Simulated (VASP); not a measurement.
# TePt (P6_3/mmc) in VASP: phonons with r2SCAN

Aim: the phonons of TePt with r2SCAN.

All numbers are computed with VASP 6.6.1; they aren't measurements. Logs are shortened: lines on timing, memory, paths and dates and some standing lists are left out, and cuts for length are marked.

## 1. The crystal as given

The structure is hexagonal, space group P6_3/mmc (No. 194). Conventional cell: a = 4.263 Å, b = 4.263 Å, c = 5.662 Å, α = 90.00°, β = 90.00°, γ = 120.00°. Pt (site symmetry -3m) is surrounded by 2 Pt at 2.83 Å and 6 Te at 2.84 Å. Te (site symmetry -6m2) has 6 Pt at 2.84 Å as nearest neighbours.

Measurements of this composition are mostly on another form, of space group No. 166.

## 2. Phonons, r2SCAN

Contents of POSCAR:

```
TePt
1.0
    4.2628798384      0.0000000000      0.0000000000
   -2.1314399192      3.6917622333      0.0000000000
    0.0000000000      0.0000000000      5.6617710000
Pt Te
2 2
Direct
    0.0000000000      0.0000000000      0.0000000000
    0.0000000000      0.0000000000      0.5000000000
    0.3333333333      0.6666666667      0.2500000000
    0.6666666667      0.3333333333      0.7500000000
```

Contents of INCAR.step1:

```
PREC = Accurate
ENCUT = 600
EDIFF = 1E-8
ISMEAR = 0
SIGMA = 0.05
LREAL = False
LASPH = True
NELM = 100
ALGO = Normal
ISIF = 3
LWAVE = False
LCHARG = False
METAGGA = R2SCAN
LMIXTAU = True
IBRION = 2
NSW = 40
EDIFFG = -0.002
```

Contents of INCAR.step2:

```
PREC = Accurate
ENCUT = 600
EDIFF = 1E-8
ISMEAR = 0
SIGMA = 0.05
LREAL = False
LASPH = True
NELM = 100
ALGO = Normal
ISIF = 2
LWAVE = False
LCHARG = False
METAGGA = R2SCAN
LMIXTAU = True
IBRION = 6
NFREE = 2
POTIM = 0.015
NSW = 1
```

Contents of KPOINTS:

```
Automatic mesh
0
Gamma
  5 5 4
```

Potentials or basis: VASP PAW PBE potentials, release 64 (Pt, Te).

On the command line:

```sh
> cat potpaw_PBE.64/Pt/POTCAR potpaw_PBE.64/Te/POTCAR > POTCAR
> cp INCAR.step1 INCAR
> mpirun -np 1 vasp_std > vasp.out
> cp CONTCAR POSCAR
> cp INCAR.step2 INCAR
> mpirun -np 1 vasp_std > vasp.out
```

OUTCAR:

```text
PREC = Accurate
   ENCUT = 600
   EDIFF = 1E-8
   ISMEAR = 0
   LREAL = False
   LASPH = True
   NELM = 100
   ISIF = 2
   METAGGA = R2SCAN
   IBRION = 6
   NFREE = 2
   POTIM = 0.015
   NSW = 1

 ion  position               nearest neighbor table
   1  0.000  0.000  0.000-   3 2.82   4 2.82   3 2.82   4 2.82   4 2.82   3 2.82   2 2.83   2 2.83

   2  0.000  0.000  0.500-   3 2.82   4 2.82   3 2.82   4 2.82   4 2.82   3 2.82   1 2.83   1 2.83

   3  0.333  0.667  0.250-   1 2.82   2 2.82   1 2.82   2 2.82   1 2.82   2 2.82
   4  0.667  0.333  0.750-   1 2.82   2 2.82   1 2.82   2 2.82   1 2.82   2 2.82

  LATTYP: Found a hexagonal cell.
 ALAT       =     4.2168451459
 C/A-ratio  =     1.3435200522

  Lattice vectors:

 A1 = (   4.2168451459,   0.0000000000,   0.0000000000)
 A2 = (  -2.1084225729,   3.6518950201,   0.0000000000)
 A3 = (   0.0000000000,   0.0000000000,   5.6654160107)

Analysis of symmetry for initial positions (statically):
=====================================================================
 Subroutine PRICEL returns:
 Original cell was already a primitive cell.

 Routine SETGRP: Setting up the symmetry group for a
 hexagonal supercell.

 Subroutine GETGRP returns: Found 24 space group operations
 (whereof 12 operations were pure point group operations)
 out of a pool of 24 trial point group operations.

The static configuration has the point symmetry D_3d.
 The point group associated with its full space group is D_6h.

Analysis of symmetry for dynamics (positions and initial velocities):
=====================================================================
 Subroutine PRICEL returns:
 Original cell was already a primitive cell.

 Routine SETGRP: Setting up the symmetry group for a
 hexagonal supercell.

 Subroutine GETGRP returns: Found 24 space group operations
 (whereof 12 operations were pure point group operations)
 out of a pool of 24 trial point group operations.

The dynamic configuration has the point symmetry D_3d.
 The point group associated with its full space group is D_6h.

 Subroutine INISYM returns: Found 24 space group operations
[... 137 lines left out ...]
  ext. energy  EPLUGINS =         0.00000000
  ---------------------------------------------------
  free energy    TOTEN  =      -154.63443550 eV

  energy without entropy =     -154.63192026  energy(sigma->0) =     -154.63317788

------------------------ aborting loop because EDIFF is reached ----------------------------------------

  FORCE on cell =-STRESS in cart. coord.  units (eV):
  Direction    XX          YY          ZZ          XY          YZ          ZX
  --------------------------------------------------------------------------------------
  -------------------------------------------------------------------------------------
  Total        0.0023515      0.0023515     -0.0014484      0.0000000     -0.0000000      0.0000000
  in kB        0.0431827      0.0431827     -0.0265979      0.0000000     -0.0000000      0.0000000
  external PRESSURE =       0.0199225 kB  Pullay stress =       0.0000000 kB
[... 291 lines left out ...]
--------------------------------------- Ionic step        9  -------------------------------------------

 number of electron      31.9999999 magnetization

 Free energy of the ion-electron system (eV)
  ---------------------------------------------------
  ext. energy  EPLUGINS =         0.00000000
  ---------------------------------------------------
  free energy    TOTEN  =      -154.63375507 eV

  energy without entropy =     -154.63123063  energy(sigma->0) =     -154.63249285

 E-fermi :   9.4102     XC(G=0): -11.8519

 val. band max:        9.3200305959   @ k =   0.0000   0.0000   0.0000
 cond. band min:       9.4191925909   @ k =   0.4000   0.2000   0.0000
 fundamental gap:      0.0991619950
 Fermi energy:         9.4101851602

 k-point     1 :       0.0000    0.0000    0.0000
  band No.  band energies     occupation
      1      -5.2257      2.00000
      2      -2.5049      2.00000
      3       1.7597      2.00000
      4       2.9877      2.00000
      5       2.9877      2.00000
      6       3.8008      2.00000
[... 411 lines left out ...]
  FREE ENERGIE OF THE ION-ELECTRON SYSTEM (eV)
  ---------------------------------------------------
  free  energy   TOTEN  =      -154.6337550745 eV

  energy  without entropy=     -154.6312306333  energy(sigma->0) =     -154.63249285

 INTERNAL STRAIN TENSORS FROM DISPLACED ATOMS
 ============================================

 INTERNAL STRAIN TENSOR FOR ION    1 for displacements in x,y,z  (eV/Angst):
          X           Y           Z          XY          YZ          ZX
  --------------------------------------------------------------------------------
  x     0.00000     0.00000     0.00000     0.00000     0.00000     0.00000
  y     0.00000     0.00000     0.00000     0.00000     0.00000     0.00000
  z     0.00000     0.00000     0.00000     0.00000     0.00000     0.00000

 INTERNAL STRAIN TENSOR FOR ION    4 for displacements in x,y,z  (eV/Angst):
          X           Y           Z          XY          YZ          ZX
  --------------------------------------------------------------------------------
  x     0.00000     0.00000     0.00000    -1.20654     0.00000     0.00000
  y    -1.20654     1.20654    -0.00000     0.00000     0.00000     0.00000
  z    -0.00000     0.00000    -0.00000    -0.00000     0.00000     0.00000

 Eigenvectors and eigenvalues of the dynamical matrix
 ----------------------------------------------------

   1 f  =    4.460685 THz    28.027311 2PiTHz  148.792440 cm-1    18.447903 meV
             X         Y         Z           dx          dy          dz
      0.000000  0.000000  0.000000     0.000000   -0.000000    0.707107
      0.000000  0.000000  2.832708    -0.000000    0.000000   -0.707107
     -0.000000  2.434597  1.416354     0.000000   -0.000000    0.000000
      2.108423  1.217298  4.249062    -0.000000    0.000000   -0.000000
[... 71 lines left out ...]
  12 f/i=    0.004279 THz     0.026883 2PiTHz    0.142715 cm-1     0.017694 meV
             X         Y         Z           dx          dy          dz
      0.000000  0.000000  0.000000    -0.539986    0.100527   -0.000000
      0.000000  0.000000  2.832708    -0.539986    0.100527   -0.000000
     -0.000000  2.434597  1.416354    -0.437798    0.081503   -0.000000
      2.108423  1.217298  4.249062    -0.437798    0.081503   -0.000000

 ELASTIC MODULI CONTR FROM IONIC RELAXATION (kBar)
 Direction    XX          YY          ZZ          XY          YZ          ZX
 --------------------------------------------------------------------------------
 XX         -10.4294     10.4294     -0.0000      0.0000      0.0000      0.0000
 YY          10.4294    -10.4294      0.0000     -0.0000     -0.0000      0.0000
 ZZ          -0.0000      0.0000     -0.0000      0.0000      0.0000      0.0000
 XY           0.0000     -0.0000      0.0000    -10.4294     -0.0000      0.0000
 YZ           0.0000     -0.0000      0.0000     -0.0000     -0.0000      0.0000
 ZX           0.0000      0.0000      0.0000      0.0000      0.0000      0.0000
 --------------------------------------------------------------------------------
```

OUTCAR.step1:

```text
PREC = Accurate
   ENCUT = 600
   EDIFF = 1E-8
   ISMEAR = 0
   LREAL = False
   LASPH = True
   NELM = 100
   ISIF = 3
   METAGGA = R2SCAN
   IBRION = 2
   NSW = 40
   EDIFFG = -0.002
[... 358 lines left out ...]
 cond. band min:       9.4192038930   @ k =   0.4000   0.2000   0.0000
 fundamental gap:      0.0987056051
 Fermi energy:         9.4105230577

 k-point     1 :       0.0000    0.0000    0.0000
  band No.  band energies     occupation
      1      -5.2253      2.00000
      2      -2.5049      2.00000
      3       1.7596      2.00000
      4       2.9882      2.00000
      5       2.9882      2.00000
      6       3.8006      2.00000
[... 365 lines left out ...]
  FREE ENERGIE OF THE ION-ELECTRON SYSTEM (eV)
  ---------------------------------------------------
  free  energy   TOTEN  =      -154.6346154167 eV

  energy  without entropy=     -154.6321001414  energy(sigma->0) =     -154.63335778

 reached required accuracy - stopping structural energy minimisation
```

OSZICAR.step1:

```text
N       E                     dE             d eps       ncg     rms          rms(c)
DAV:   1     0.477084545038E+02    0.47708E+02   -0.15656E+04   608   0.162E+03
DAV:   2    -0.152864752931E+03   -0.20057E+03   -0.18832E+03   720   0.278E+02
DAV:   3    -0.162799923857E+03   -0.99352E+01   -0.93895E+01   760   0.578E+01
[... 81 lines left out ...]
DAV:   8    -0.154634615394E+03   -0.98431E-07   -0.41520E-08   608   0.161E-03    0.101E-03
DAV:   9    -0.154634615406E+03   -0.12031E-07   -0.23836E-08   548   0.132E-03    0.211E-04
DAV:  10    -0.154634615425E+03   -0.19689E-07   -0.49284E-09   304   0.610E-04    0.209E-04
DAV:  11    -0.154634615408E+03    0.17541E-07   -0.14203E-09   300   0.342E-04    0.597E-05
DAV:  12    -0.154634615417E+03   -0.88439E-08   -0.15732E-10   300   0.116E-04
   5 F= -.15463462E+03 E0= -.15463336E+03  d E =-.139389E-02
```

Run time: 33 min. Hardware: 1 thread of Intel Xeon Platinum 8259CL at 2.50GHz (Skylake/Cascade Lake), shared host; peak memory 0.36 GiB.

Results:

- Relaxed volume: 21.81 Å³/atom
- Relaxed cell: a = 4.217 Å, b = 4.217 Å, c = 5.665 Å, α = 90.00°, β = 90.00°, γ = 120.00°
- Space group after relaxing (to 0.05 Å): P6_3/mmc (No. 194)
- Highest phonon frequency at Γ, LO-TO splitting left out: 149 cm⁻¹

The path:
```
step  energy change (eV)  largest force (eV/Å)  pressure (GPa)  volume (Å³)
   1              0.0000                0.0000           -2.48        89.10
   2              0.0145                0.0000            4.11        84.73
   3             -0.0157                0.0000            0.08        87.22
   4             -0.0169                0.0000            0.03        87.24
   5             -0.0171                0.0000            0.00        87.24
```

Final structure:
```
Pt Te
1.0
     4.21685    0.00000    0.00000
    -2.10842    3.65190    0.00000
     0.00000    0.00000    5.66542
Pt Te
2 2
Direct
  0.00000 0.00000 0.00000
  0.00000 0.00000 0.50000
  0.33333 0.66667 0.25000
  0.66667 0.33333 0.75000
```

Phonon frequencies in cm⁻¹ (negative: imaginary):
```csv
q point,frequencies
"(0.000, 0.000, 0.000)",0 0 0 29 29 92 105 105 118 118 144 149
```

Caveat: the PAW data sets were made with another functional, which shifts forces and pressure a little. Spin-orbit coupling is left out, which matters for the levels of Pt, Te.

## 3. For comparison

An earlier run on the cell as given: functional PBEsol; potentials or basis VASP PAW PBE potentials, release 64 (Pt, Te); cutoff 520 eV; k mesh 7 × 7 × 5; occupations fermi-dirac, width 0.05 eV; no spin polarisation.

* Pressure: -5.1 GPa
* Band gap on the k mesh: none (metal or under the smearing width)
